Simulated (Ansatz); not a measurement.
# AlAs (F-43m): zero-pressure volume and bulk modulus with mr²SCAN

An exercise on one series of results from a longer session: the logs are not shown, and one member is left open.

Computed with Ansatz 0.2.0 (DFT mr²SCAN, scalar-relativistic, plane waves, PAW, unless a step's input says otherwise).

### The structure to begin with

It takes space group F-43m (No. 216, cubic). Conventional cell: a = 5.661 Å, b = 5.661 Å, c = 5.661 Å, α = 90.00°, β = 90.00°, γ = 90.00°. Al (site symmetry -43m) has 4 As at 2.45 Å in its first shell of neighbours. Around As (site symmetry -43m) lie 4 Al at 2.45 Å.

As a file:

```
Al As
1.0
     0.00000    2.83040    2.83040
     2.83040    0.00000    2.83040
     2.83040    2.83040    0.00000
Al As
1 1
Direct
  0.00000 0.00000 0.00000
  0.75000 0.75000 0.75000
```

An earlier run on this cell at PBE gave 2.59 GPa at 22.675 Å³/atom (8×8×8 mesh), mesh gap 1.44 eV.

Set-up of the first run:

input.yaml reads:

```yaml
crystal:
  lattice:
    - [0.0, 2.83040004, 2.83040004]
    - [2.83040004, 0.0, 2.83040004]
    - [2.83040004, 2.83040004, 0.0]
  atoms:
    - { symbol: Al, position: [0.0, 0.0, 0.0] }
    - { symbol: As, position: [0.75, 0.75, 0.75] }
basis:
  ecutwfc: 500
  ecutrho_ratio: 4
kpoints:
  mp_grid: { grid: [8, 8, 8] }
hamiltonian:
  xc: mr2scan
scf:
  occupations: { method: gaussian, width: 0.05 }
output:
  forces: true
  stress: true
  eigenvalues: true
```

Command:

```sh
> ansatz run input.yaml --threads 4 --pin off --max-ram 8192MiB --backend cpu --events-out ev --progress --plain --runs-dir out
```

Among the steps run: At the given cell; Stepping to 22.781 Å³/atom; Stepping to 22.881 Å³/atom; Volume × 0.98 of the new zero; Volume × 1.02 of the new zero; Volume × 0.96 of the new zero; Volume × 1.04 of the new zero.

One of the session's tables, all rows but one given; the rest of the session is left out.

It belongs to the step «Energy and pressure against volume». 

| volume (Å³/atom) | energy (meV/atom) | pressure (GPa) |
| --- | --- | --- |
| 21.966 | 9.31 | 3.38 |
| 22.424 | ? | ? |
| 22.881 | 0.00 | 0.00 |
| 23.339 | 2.10 | -1.44 |
| 23.797 | 8.10 | -2.74 |

Q: Estimate the row for volume (Å³/atom) = 22.424 from the others.

Worked estimate for «energy (meV/atom)». A straight line through the neighbours (21.966, 9.31) and (22.881, 0.00) gives 9.31 + (0.00 − 9.31) × (22.424 − 21.966) / (22.881 − 21.966) = 4.65; a parabola fitted to 3 rows on both sides gives 2.40.

The run gave: energy (meV/atom): 2.24; pressure (GPa): 1.60. In «energy (meV/atom)» the line misses by +2.41 and the parabola by +0.16.
